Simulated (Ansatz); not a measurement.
One atom moved over a plane in AlRu

Level of theory: DFT PBEsol, scalar-relativistic, plane waves, PAW in Ansatz 0.2.0. The runs took a 420 eV cutoff, a Γ-centred 16×16×16 mesh and Gaussian smearing (0.15 eV). No spin polarisation. Energies are free energies at this smearing, counted from the undisturbed cell; pressure is positive in compression.

Reference structure (as given, not relaxed at this level; it stands at -3.2 GPa, and it needn't be the usual structure):

```xyz
2
Lattice="2.9916 0.0000 0.0000 0.0000 2.9916 0.0000 0.0000 0.0000 2.9916" Properties=species:S:1:pos:R:3 pbc="T T T"
Al    0.0000    0.0000    0.0000
Ru    1.4958    1.4958    1.4958
```

Atom 1 (Al) is moved by p along (0.707, 0.707, 0.000) and q along (0.000, 0.000, 1.000) (Å), all else fixed. Points are written (p, q).

Energy above the undisturbed cell in eV/cell (a dash: not computed):

```
 p \ q  -0.600  -0.300  0.000  0.300  0.600
-0.600    5.23    2.61   1.71   2.61   5.23
-0.300    2.08    0.81   0.36   0.81   2.08
 0.000    1.30    0.34   0.00   0.34   1.30
 0.300    2.08    0.81   0.36   0.81   2.08
 0.600    5.23    2.61   1.71   2.61   5.23
```

Pressure in GPa:

| p \ q | -0.600 | -0.300 | 0.000 | 0.300 | 0.600 |
| --- | --- | --- | --- | --- | --- |
| -0.600 | 67.8 | 37.3 | 26.0 | 37.3 | 67.8 |
| -0.300 | 31.6 | 11.4 | 3.7 | 11.4 | 31.6 |
| 0.000 | 21.0 | 3.4 | -3.2 | 3.4 | 21.0 |
| 0.300 | 31.6 | 11.4 | 3.7 | 11.4 | 31.6 |
| 0.600 | 67.8 | 37.3 | 26.0 | 37.3 | 67.8 |

Cost: 9 runs of about 3.5 core-minutes in all, on Intel Xeon Processor @ 2.70GHz (shared hosts).